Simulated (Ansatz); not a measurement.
# Photoemission of C(111) with OH, part 4 of 4

Aim: core-level components, unfolded bands and work function of C(111) with OH.

Ansatz 0.2.0; DFT, PBE, plane-wave PAW, scalar-relativistic; PAW set soft_1.

So far, gap on the k-mesh (eV): step 2 (relaxing the atoms) 1.82; step 3 (bands by layer) 1.82.

## Step 7: Z+1 stand-in on atom 21

System of this step: H8C23NO4. The cell holds 36 atoms: 8 H, 4 O, 23 C and 1 N. Its edges and angles: a = 5.044 Å, b = 5.044 Å, c = 21.514 Å, α = 90.0°, β = 90.0°, γ = 60.0°. It derives from C. Regions: ad, 8 atoms (4 O and 4 H); L1, 4 atoms (4 C); L2, 4 atoms (4 C); L3, 4 atoms (4 C); mid, 4 atoms (1 N and 3 C); rest, 12 atoms (8 C and 4 H). Vacuum lies along c.

The same swap on atom 21.

Input file input.yaml:

```yaml
crystal:
  lattice:
    - [5.044499777, 0.0, 0.0]
    - [2.5222498885, 4.3686649563, 0.0]
    - [0.0, 0.0, 21.5136689229]
  atoms:
    - { symbol: H, position: [0.1009790047, 0.0956270428, 0.6731291392] }
    - { symbol: H, position: [0.6009790047, 0.0956270428, 0.6731291392] }
    - { symbol: H, position: [0.1009790047, 0.5956270428, 0.6731291392] }
    - { symbol: H, position: [0.6009790047, 0.5956270428, 0.6731291392] }
    - { symbol: O, position: [-0.0085492164, -0.0093482697, 0.6585435991] }
    - { symbol: O, position: [0.4914507836, -0.0093482697, 0.6585435991] }
    - { symbol: O, position: [-0.0085492164, 0.4906517303, 0.6585435991] }
    - { symbol: O, position: [0.4914507836, 0.4906517303, 0.6585435991] }
    - { symbol: C, position: [-0.0011070006, -0.0012670107, 0.5926318096] }
    - { symbol: C, position: [0.4988929994, -0.0012670107, 0.5926318096] }
    - { symbol: C, position: [-0.0011070006, 0.4987329893, 0.5926318096] }
    - { symbol: C, position: [0.4988929994, 0.4987329893, 0.5926318096] }
    - { symbol: C, position: [0.832705555, 0.3326833764, 0.5686509907] }
    - { symbol: C, position: [0.332705555, 0.3326833764, 0.5686509907] }
    - { symbol: C, position: [0.832705555, 0.8326833764, 0.5686509907] }
    - { symbol: C, position: [0.332705555, 0.8326833764, 0.5686509907] }
    - { symbol: C, position: [0.8332851496, 0.3332819571, 0.4967115663] }
    - { symbol: C, position: [0.3332851496, 0.3332819571, 0.4967115663] }
    - { symbol: C, position: [0.8332851496, 0.8332819571, 0.4967115663] }
    - { symbol: C, position: [0.3332851496, 0.8332819571, 0.4967115663] }
    - { symbol: "N", position: [0.1666384209, 0.1666565495, 0.4727417303] }
    - { symbol: C, position: [0.6666384209, 0.1666565495, 0.4727417303] }
    - { symbol: C, position: [0.1666384209, 0.6666565495, 0.4727417303] }
    - { symbol: C, position: [0.6666384209, 0.6666565495, 0.4727417303] }
    - { symbol: C, position: [0.166666667, 0.166666667, 0.400901033] }
    - { symbol: C, position: [0.666666667, 0.166666667, 0.400901033] }
    - { symbol: C, position: [0.166666667, 0.666666667, 0.400901033] }
    - { symbol: C, position: [0.666666667, 0.666666667, 0.400901033] }
    - { symbol: C, position: [0.0, 0.0, 0.376969639] }
    - { symbol: C, position: [0.5, 0.0, 0.376969639] }
    - { symbol: C, position: [0.0, 0.5, 0.376969639] }
    - { symbol: C, position: [0.5, 0.5, 0.376969639] }
    - { symbol: H, position: [0.0, 0.0, 0.325374534] }
    - { symbol: H, position: [0.5, 0.0, 0.325374534] }
    - { symbol: H, position: [0.0, 0.5, 0.325374534] }
    - { symbol: H, position: [0.5, 0.5, 0.325374534] }
kpoints:
  mp_grid: { grid: [6, 6, 1] }
scf:
  occupations: { method: fermi_dirac, width: 0.02 }
  n_extra_bands: 27
hamiltonian:
  xc: pbe
  pseudopotentials: { kind: paw, azcp: { folder: soft_1 } }
output:
  forces: true
  write_potential: true
  volumetric_format: []
efield:
  axis: 3
  dipole_correction: true
```

Launch:

```
ansatz run input.yaml --threads 4 --pin off --max-ram 11264MiB --backend cpu --events-out ev --progress --plain --runs-dir out
```

Numbers of over 12 decimals in the logs are rounded to 6 here.

Log:

```text
[...]
Crystal: 36 atoms, lattice volume = 474.112 Å³
Basis set: ecut = 420 eV, 9317 PW (Γ), exchange–correlation on 72×72×288 points (8 copies of the dense FFT grid, shifted against one another)
Bands: 92, of which v1, the nominal top of the filled ones, is band 65 counted from 1 (64 counted from 0)
Symmetry: 1 space group operations
[...]
k-point 0: bands = [... 61 lower, 0.1213, 0.4887, 1.3520, 4.2428, 4.6210, 5.1668, 5.6773, 5.6998, ... 23 higher]
  k-point 1: bands = [... 61 lower, -0.2853, 0.1523, 1.0072, 4.5993, 4.8305, 5.3102, 5.8338, 6.2600, ... 23 higher]
  k-point 2: bands = [... 61 lower, -0.6792, -0.5540, 0.3846, 4.9394, 5.2797, 5.6703, 6.2109, 6.4257, ... 23 higher]
  k-point 19: bands = [... 61 lower, -1.3922, 0.5234, 0.5999, 5.0598, 5.4850, 6.2304, 6.3349, 6.5631, ... 23 higher]
[key lines of the parts left out:]
SCF converged after 15 iterations
Free energy (F): -8542.661962 eV
Fermi energy:    4.957855 eV
Dipole field:    D = 0.062902 V/Å  (p = 0.164810 e·Å, saw-weighted, corrected)
Work function:   Φ+ = 1.1716 eV   Φ− = 2.5241 eV (in doubt: plateau slope 1.5e-2 eV/Å)
```

Wall time 83 s (4 threads of Intel Xeon at 2.50GHz (Skylake/Cascade Lake), shared host); peak memory 1.5 GiB; 5 min of CPU time.

Numbers from this step:

| Quantity | Value |
| --- | --- |
| free energy | -8542.6620 eV |
| energy at zero smearing | -8542.6597 eV |
| smearing term TS | 0.004493 eV |
| Fermi energy | 4.958 eV |

## Step 8: Shifts from the Z+1 runs

An atom with a screened core hole acts like the next element, so the difference of two such total energies is the shift between the two sites; positive is more bound. Shifts count from the last listed atom of each element.

```csv
atom,region,replaced by,shell meant,free energy (eV),shift (eV)
C9,layer 1,N,1s,-8541.435,+1.23
C12,layer 1,N,1s,-8541.435,+1.23
C13,layer 2,N,1s,-8542.701,-0.04
C21,middle,N,1s,-8542.662,+0.00
```

The stand-in's nearest image is 5.0 Å away. The method gives no absolute levels and the same shift for every shell of an atom. Sites with equal energies can be equivalent by symmetry.

## Step 9: What came out

```json
{"ionisation potential": "4.35 eV (upper face; lower face 2.63 eV)", "electron affinity (Kohn–Sham)": "2.53 eV (slab's lowest empty level against the upper vacuum)", "C core shifts among the listed atoms, from the last listed one": "-0.04 to +1.23 eV"}
```

**Reading.** The valence top of C(111) with OH lies 4.35 eV (upper face; lower face 2.63 eV) below the vacuum and the lowest empty level 2.53 eV below the vacuum of the upper face. That empty level sits on the lower face (86 % of its weight), so it is a surface level and no edge of the bulk's conduction band; it lies 0.81 eV below the vacuum of that face. These regions are too coarse for a count of the upper face's surface states. The upper face's value lies 1.72 eV above that of the hydrogen-covered lower face; the difference is the dipole step of the groups. Core shifts by the Z+1 route: C -0.04 to +1.23 eV. Among the sites run, the most bound C 1s level is that of C9 (layer 1), tied with C12, bonded to 3 C and 1 O; the least bound, 1.27 eV shallower, that of C13 (layer 2), bonded to 4 C. That is the order that electronegative neighbours give as a rule, though screening of the hole enters too. With the next element in place the extra electron enters the lowest empty band of the cell, and its attraction to the stand-in enters the order. At 21.2 eV the valence spectrum has its highest listed peaks within 10.8 eV at 3.0 eV (O 2p), 5.4 eV (mixed, C 2p leading) and 9.1 eV (mixed, C 2p leading). At 1486.7 eV the valence spectrum has its highest listed peaks within 24.8 eV at 5.4 eV (O 2s), 11.9 eV (C 2s), 15.6 eV (C 2s), 16.4 eV (C 2s) and 21.3 eV (O 2s). The shell named is the one with most of the intensity, cross sections included, not always the one with most states there. The slab's own atoms span 4.6 Å, so bulk bands appear as a few quantum-well levels, and states of the two faces can mix. The program warns of density or levels in the vacuum in some of these runs, so vacuum levels and energy differences can be a little off. The affinity uses the Kohn–Sham gap, which is too small, so the true affinity is lower and the true ionisation potential usually higher.

[Logs are printed without paths, hosts, clocks, repeated set-up lines and the standing remarks that a program may print on its own settings, such as how far it seeks lower states.]

[Hosts, paths, dates, database ids (printed as entryN), source tags and the programs' standing remarks are cut or masked in the printed files.]

[Maps of the electrostatic potential energy from Ansatz leave out the sawtooth potential of an applied field or a dipole correction, so their vacuum need not be flat; work functions include it.]
